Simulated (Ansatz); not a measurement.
**Si (Fd-3m) under several functionals**

Plane-wave DFT in Ansatz with scalar-relativistic PAW potentials. The same structure was relaxed (cell and atoms, symmetry kept) in separate runs at each level. No spin polarisation.

| level | cutoff (eV) | k mesh | V (Å³/atom) | a (Å) | gap (eV) |
| --- | --- | --- | --- | --- | --- |
| PBEsol | 420 | 12×12×12 | 20.055 | 5.434 | 0.46 |
| r2SCAN | 500 | 8×8×8 | 20.165 | 5.444 | 0.81 |
| PBE | 420 | 8×8×8 | 20.459 | 5.470 | 0.65 |

Where does LDA (420 eV, k mesh 12×12×12) fall?

V (Å³/atom) 19.704, a (Å) 5.402, gap (eV) 0.44. Its volume is the smallest of the set. The usual order of volumes, LDA < PBEsol < PBE, holds here (19.704, 20.055, 20.459 Å³/atom). As a rule LDA overbinds; PBEsol, built on the gradient expansion of slowly varying densities, lies between LDA and PBE; PBE's stronger gradient term for exchange weakens bonds. r2SCAN lies 1.4 % under PBE in volume. Each gap belongs to its own cell, so it mixes the functional's effect with that of the volume; gaps are the least found on the k mesh or on a band path.

Cost: 4 runs of about 0.36 core-minutes in all, on Intel Xeon Processor @ 2.10GHz (Emerald Rapids), Arm Neoverse V1 (shared hosts).